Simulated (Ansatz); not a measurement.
Si under changes of volume

One of the cells (20.165 Å³/atom); the others are scaled copies at fixed shape and fractional positions:

```
CELL_PARAMETERS angstrom
0.00000 2.72185 2.72185
2.72185 0.00000 2.72185
2.72185 2.72185 0.00000
ATOMIC_POSITIONS crystal
Si 0.50000 0.50000 0.50000
Si 0.75000 0.75000 0.75000
```

* Program: Ansatz 0.2.0
* Functional: BLYP
* Potentials or basis: all-electron LAPW, scalar-relativistic
* Cutoff: 196 eV (chosen from the basis error)
* Basis error allowed: 0.002 eV/atom
* k mesh: 8 × 8 × 8
* Occupations: fermi-dirac, width 0.05 eV
* Spin: collinear spin, ferromagnetic start
* Starting moments: [0.5, 0.5] μB

| volume (Å³/atom) | energy over the lowest point (meV/atom) | pressure (GPa) | gap on the mesh (eV) |
| --- | --- | --- | --- |
| 18.955 | 68.23 | 11.0 | 0.75 |
| 19.358 | 43.74 | 8.5 | 0.78 |
| 19.761 | 25.22 | 6.3 | 0.81 |
| 20.165 | ? | ? | ? |
| 20.568 | 3.86 | 2.4 | 0.87 |
| 20.971 | 0.00 | 0.7 | 0.90 |
| 21.375 | 0.09 | -0.7 | 0.92 |

Q: What does the run at 20.165 Å³/atom give?

A: Energy over the lowest point 12.11 meV/atom; pressure 4.2 GPa; gap on the mesh 0.84 eV.

Worked out: A Birch-Murnaghan fit of order 3 (a polynomial in V^(-2/3)) to the other rows has its minimum at 21.16 Å³/atom with B0 = V·E''(V) = 78 GPa and B' = 4.4. It gives 12.09 meV/atom at 20.165 Å³/atom, against the run's 12.11, and -dE/dV = 4.2 GPa, against 4.2. A straight line through the other rows of the gap, of slope 1.45 eV per unit of ln V, gives 0.84 eV, against the run's 0.84.

Energies are extrapolated to zero smearing.

Caveats: the starting moments weren't kept.

A mesh can miss the band edges.
